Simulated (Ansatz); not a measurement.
Input deck for Ansatz 0.2.0, then the block of the output on the nuclei.

The start is a COD entry.

```yaml
crystal:
  lattice:
    - [-3.37, 3.37, 3.37]
    - [3.37, -3.37, 3.37]
    - [3.37, 3.37, -3.37]
  atoms:
    - { symbol: Zr, position: [0.25, 0.625, 0.375] }
    - { symbol: Zr, position: [0.375, 0.25, 0.625] }
    - { symbol: Zr, position: [0.75, 0.875, 0.125] }
    - { symbol: Zr, position: [0.125, 0.75, 0.875] }
    - { symbol: Zr, position: [0.625, 0.375, 0.25] }
    - { symbol: Zr, position: [0.875, 0.125, 0.75] }
    - { symbol: "N", position: [0.126, 0.126, 0.126] }
    - { symbol: "N", position: [0.874, 0.5, 0.0] }
    - { symbol: "N", position: [0.5, 0.0, 0.374] }
    - { symbol: "N", position: [0.0, 0.874, 0.5] }
    - { symbol: "N", position: [0.374, 0.5, 0.0] }
    - { symbol: "N", position: [0.626, 0.626, 0.626] }
    - { symbol: "N", position: [0.0, 0.374, 0.5] }
    - { symbol: "N", position: [0.5, 0.0, 0.874] }
kpoints:
  mp_grid: { grid: [6, 6, 6] }
scf:
  occupations: { method: fermi_dirac, width: 0.02 }
hamiltonian:
  xc: pbe
  pseudopotentials: { kind: paw, frozen_core: stored }
output:
  forces: true
  stress: true
  populations: true
  efg: { quadrupole_moments_barn: { Zr: -0.176, "N": 0.02044 } }
  write_density: true
  write_potential: true
  elf: true
  volumetric_format: npy
relax:
  f_tol: 0.02
  max_steps: 60
```

```sh
ansatz run input.yaml --threads 1 --pin off --max-ram 3072MiB --backend cpu --events-out ev --progress --plain --runs-dir out
```

The run relaxes the ions first, and the block belongs to the relaxed positions.

Of the output, the block on the nuclei alone is shown; the set-up, the SCF iterations, energies, forces and stress are cut. One atom of each set with nearly equal values is shown.

```
--- PAW observables at the nuclei: V_zz in 10²¹ V/m², potentials from the cell's mean, atoms counted from 1 ---
  atom   1  Zr V_zz =    +9.923074   η = 0.0000   by run symmetry: allowed   C_q = -42.2292 MHz
            electrostatic potential = -5930.737486 V   contact ρ = none
  atom   7  N  V_zz =    +0.588449   η = 0.0000   by run symmetry: allowed   C_q = +0.2908 MHz
            electrostatic potential = -524.307938 V   contact ρ = none
```

The relaxation (4 steps) took 29 s of wall time (29 s of CPU time) and 0.54 GiB at its peak, on 1 thread of AMD EPYC 9R14 (Zen 4) (x86_64; 16 cores open to the job, memory cap 3.0 GiB, no GPU), a shared host with a load of 0.2 a core.

Without spin–orbit coupling (the program notes it for Zr) the gradients can shift somewhat, as the gap is small. With a gap of 0.7 eV on this mesh, small gradients can still move by 0.1 × 10²¹ V/m² or more as the k-mesh gets denser.
